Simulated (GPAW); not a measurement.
Runs of GPAW 26.7.0 on Fe. Symmetry: Im-3m, No. 229, cubic system. Conventional cell: a = 2.886 Å, b = 2.886 Å, c = 2.886 Å, α = 90.00°, β = 90.00°, γ = 90.00°. Fe (site symmetry m-3m) is surrounded by 8 Fe at 2.50 Å. 

| task | level | potentials or basis | U | cell | smearing | optimizer | fmax | max steps | convergence | band path | gap on the mesh (eV) | pressure (GPa) | moment (μB) | relaxed volume (Å³/atom) |
| --- | --- | --- | --- | --- | --- | --- | --- | --- | --- | --- | --- | --- | --- | --- |
| relaxation of cell and atoms | PBEsol | PAW data sets generated in the run's folder for this functional, pw | - | relaxed | fermi-dirac 0.05 eV | BFGS | 0.01 eV/Å | 40 | density=1e-05 forces=0.0001 | - | none | 0.0 | (a) | 10.94 |
| relaxation of cell and atoms | LDA | the program's PAW data sets (release 1.2.1) made for this functional, pw | - | relaxed | fermi-dirac 0.05 eV | BFGS | 0.02 eV/Å | 100 | density=1e-05 forces=0.0001 | - | none | 0.0 | 2.00 | 10.46 |
| band structure | LDA | the program's PAW data sets (release 1.2.1) made for this functional, pw | - | as given | fermi-dirac 0.05 eV | - | - | - | - | GHNGPH,PN | - | (b) | 2.20 | - |
| band structure | BLYP | PAW data sets generated in the run's folder for this functional, pw | - | as given | fermi-dirac 0.05 eV | - | - | - | - | GHNGPH,PN | - | -3.1 | 2.18 | - |
| atomic charges | PBE+U | GPAW PAW data sets (gpaw-data 1.2.1), pw | Fe d U = 4 eV | as given | methfessel-paxton 0.1 eV | - | - | - | - | - | none | 17.1 | 2.93 | - |
| band structure | RPBE | the program's PAW data sets (release 1.2.1) made for this functional, pw | - | as given | fermi-dirac 0.05 eV | - | - | - | - | GHNGPH,PN | - | -1.3 | 2.30 | - |
| band structure | PBE | GPAW PAW data sets (gpaw-data 1.2.1), pw | - | as given | fermi-dirac 0.05 eV | - | - | - | - | GHNGPH,PN | - | (c) | 2.25 | - |
| band structure | PBEsol | PAW data sets generated in the run's folder for this functional, pw | - | as given | fermi-dirac 0.05 eV | - | - | - | - | GHNGPH,PN | - | -16.0 | 2.26 | - |

Alike in all rows: spin collinear, ferromagnetic start; k mesh 13 × 13 × 13; cutoff (eV) 600.

Question: Fill in the values left out.

Answer: (a) 2.07; (b) -25.5; (c) -8.0.

Caveats: each step starts from the last one's moments, so a moment once lost doesn't come back (some runs); later steps reuse the first step's grids (some runs); so large a pressure means that the cell lies far from this level's equilibrium, or that cutoff or potentials fall short (some runs); the volume moved by -13 % from the deposited cell, more than functionals usually miss (some runs); this smearing can pin the Fermi level at a band edge (some runs); the U is typed as a test and isn't derived for this compound (some runs).

A gap of «none» marks a metal or a gap under the smearing width.
